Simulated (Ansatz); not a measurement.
**Equation of state of Ni3Al under LDA**

Space group Pm-3m (No. 221). a = 3.523 Å, b = 3.523 Å, c = 3.523 Å, α = 90.00°, β = 90.00°, γ = 90.00°
```json
{"atom": "Ni", "site": "3c", "symmetry": "4/mm.m", "x": "0.5000", "y": "0.5000", "z": "0.0000"}
{"atom": "Al", "site": "1a", "symmetry": "m-3m", "x": "0.0000", "y": "0.0000", "z": "0.0000"}
```

The cell is a database's computed one, not the measured one.

The cell was scaled at fixed shape and fractions and run with Ansatz, Ansatz PAW, cutoff 420 eV; LDA, k mesh 8 × 8 × 8 on the cell of 4 atoms, fermi-dirac occupations of 0.05 eV, collinear spin, ferromagnetic start, no spin-orbit coupling. The potentials were made for PBE. Energies are those that the program minimises, any entropy of the smearing included. For a metal such a mesh isn't converged to the digits shown. The magnetic state is the one that the start led to, which needn't be the lowest.

```tsv
V (Å³/atom)	energy over the lowest row (meV/atom)
10.2760	4.68
10.4947	0.00
10.7133	?
10.9320	9.24
11.1506	21.82
11.3692	38.92
11.5879	60.08
```

Question: Fit the third-order Birch-Murnaghan form, give V0, B0 and B′, and predict the energy left open.

Answer: With y = (V0/V)^(2/3), E = E0 + (9 V0 B0/16) [(y - 1)³ B′ + (y - 1)² (6 - 4y)]. Least squares through the rows shown give V0 = 10.5407 Å³/atom, E0 = -0.14 meV, B0 = 221.5 GPa (1 eV/Å³ = 160.218 GPa) and B′ = 4.63, with a largest miss of 0.02 meV. At V = 10.7133 the form with these constants gives 1.75 meV; the run gave 1.76 meV an atom.

The fitted minimum, 10.5407 Å³/atom, lies below the 10.9320 Å³/atom of the database cell, so that cell is under tension in this description. Ni3Al is known to have a larger equilibrium volume and a lower bulk modulus than the fit gives. Both deviations are typical of LDA overbinding: the functional favours the more uniform, higher density of the compressed metal, and the shorter bonds in turn raise the stiffness.

The high resistance to compression itself reflects cohesion from Ni d states hybridised with Al s and p states, opposed by the kinetic energy and core overlap repulsion that grow steeply as the atoms approach. That repulsion also makes the curve anharmonic, with a positive B′ and a softer response on expansion.

The close prediction of the omitted energy shows that the curve is smooth and well interpolated, not that the functional is accurate. Nor do the energies alone reveal whether the weak itinerant magnetism expected of this compound survives at the contracted volume.
